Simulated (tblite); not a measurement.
# How the settings of tblite move a run on RbCl

Simulated with tblite 0.8.0. This is a test of settings. The cell began as a measured structure and was relaxed with r2SCAN in plane waves (Ansatz 0.2.0). All runs are without spin polarisation.

Space group Fm-3m (No. 225), cubic; conventional cell a = 6.611 Å, 36.12 Å³ an atom. Rb is surrounded by 6 Cl at 3.31 Å; Cl is surrounded by 6 Rb at 3.31 Å.

The base run uses GFN2-xTB on a cluster of 64 atoms.

```python
import json
from ase import Atoms
from ase.build import make_supercell
from ase.units import Bohr, GPa, Hartree
from tblite.interface import Calculator

atoms = Atoms(['Rb', 'Cl'],
              cell=[[0.0, 3.305726, 3.305726], [3.305726, 0.0, 3.305726], [3.305726, 3.305726, -0.0]],
              scaled_positions=[[0.0, -0.0, -0.0], [0.5, 0.5, 0.5]],
              pbc=True)
cluster = make_supercell(atoms, [[-2, 2, 2], [2, -2, 2], [2, 2, -2]])
calc = Calculator('GFN2-xTB', cluster.numbers, cluster.positions / Bohr, lattice=cluster.cell[:] / Bohr, periodic=cluster.pbc)
calc.set('temperature', 0.02 / Hartree)
calc.set('max-iter', 150)
res = calc.singlepoint()
levels = res.get('orbital-energies') * Hartree
nv = round(res.get('orbital-occupations').sum() / 2)
cells = len(cluster) // len(atoms)
out = {'energy_per_cell': res.get('energy') * Hartree / cells, 'homo': levels[nv - 1], 'lumo': levels[nv],
       'stress': (-res.get('virial') * Hartree / cluster.get_volume() / GPa).tolist(), 'charges': res.get('charges')[:len(atoms)].tolist(), 'electrons': 2 * nv / cells}
json.dump(out, open('results.json', 'w'))
for key, value in out.items():
    print(key, value)
```

Command: `python run.py`. It took 4.8 s on 1 thread of Arm Neoverse V1, on a shared host, peak memory 0.13 GiB.

It converged with a gap of 2.86 eV and a pressure of 2.45 GPa (positive in compression). xTB was fitted to molecules, so gaps, charges and pressures of solids can be far off.

Each further run moved one setting: temperature (electronic temperature in eV); accuracy (scale of the thresholds); max-iter (limit on cycles); cluster (size of the cluster in conventional cells). Changes are from the base run, which isn't itself converged in every setting; energies of another Hamiltonian, functional, basis or charge aren't compared, and those at a high electronic temperature are mostly its entropy term.

| setting | how it ended | gap change (eV) | energy change (meV/atom) | pressure change (GPa) | time (s) |
| --- | --- | --- | --- | --- | --- |
| temperature = 0.3 | converged | 0.06 | -2.6 | -0.03 | 4.6 |
| accuracy = 0.01 | converged | 0.00 | 0.0 | 0.00 | 4.8 |
| temperature = 0.1 | converged | 0.00 | 0.0 | 0.00 | 4.6 |
| max-iter = 5 (poor on purpose) | not converged | – | – | – | 4.3 |
| cluster = 1x1x1 (poor on purpose) | converged | -2.34 | 763.1 | 2.03 | 1.1 |

accuracy = 0.01 changes nothing that matters here. temperature = 0.1 changes nothing that matters here. With max-iter = 5 the cycle ended unconverged.

The end of the log, shortened, for max-iter = 5:

```
------------------------------------------------------------
  cycle        total energy    energy error   density error
------------------------------------------------------------
      1     -149.7851582690  -1.4982643E+02   3.4890383E-01
      2     -153.4421019542  -3.6569437E+00   1.5569390E-01
      3     -144.0144691458   9.4276328E+00   3.7941238E-01
      4     -128.8889804943   1.5125489E+01   8.2102174E-01
      5     -147.7643861176  -1.8875406E+01   2.9300451E-01
------------------------------------------------------------
 total:                                   3.707 sec
tblite.exceptions.TBLiteRuntimeError: SCF not converged in 5 cycles
```
